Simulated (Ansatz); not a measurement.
TePb, DFT, PBE, all-electron LAPW, scalar-relativistic (Ansatz 0.2.0), run on 1 thread of Arm Neoverse V2 on a shared host.

The cell is COD entry 9008696, as deposited and not checked against the literature; nothing was relaxed. The listed cell was then made from it by scaling, straining or moving an atom.

Command: `ansatz run input.yaml --threads 1 --pin off --max-ram 2048MiB --backend cpu --events-out ev --progress --plain --runs-dir out`

```yaml
crystal:
  lattice:
    - [0.0, 3.13019, 3.227]
    - [3.13019, 0.0, 3.227]
    - [3.13019, 3.13019, 0.0]
  atoms:
    - { symbol: Te, position: [0.5, 0.5, 0.5] }
    - { symbol: Pb, position: [0.0, 0.0, 0.0] }
kpoints:
  mp_grid: { grid: [10, 10, 10] }
scf:
  occupations: { method: fermi_dirac, width: 0.03 }
hamiltonian:
  xc: pbe
  pseudopotentials: { kind: all_electron, lapw: { basis_error: 0.0005 } }
output:
  forces: true
  stress: true
  eigenvalues: true
```

Question: How large is the problem that the program sets up?

Answer: 102 irreducible k-points, 427 plane waves at Γ, 36 bands.

Question: Estimate the wall time and the peak memory.

Answer: 33 s of wall time for 7 SCF iterations, with a peak of 0.56 GiB. Times on shared machines scatter by tens of per cent.

Question: And the same cell and mesh by frozen-core PAW, asked for forces, stress, eigenvalues, efg, on the same hardware?

Answer: 8.4 s, peak memory 0.46 GiB.

Question: And the same cell and mesh by crystal-made all-electron datasets, asked for forces, stress, eigenvalues, efg, on the same hardware?

Answer: 11 s, peak memory 0.6 GiB.
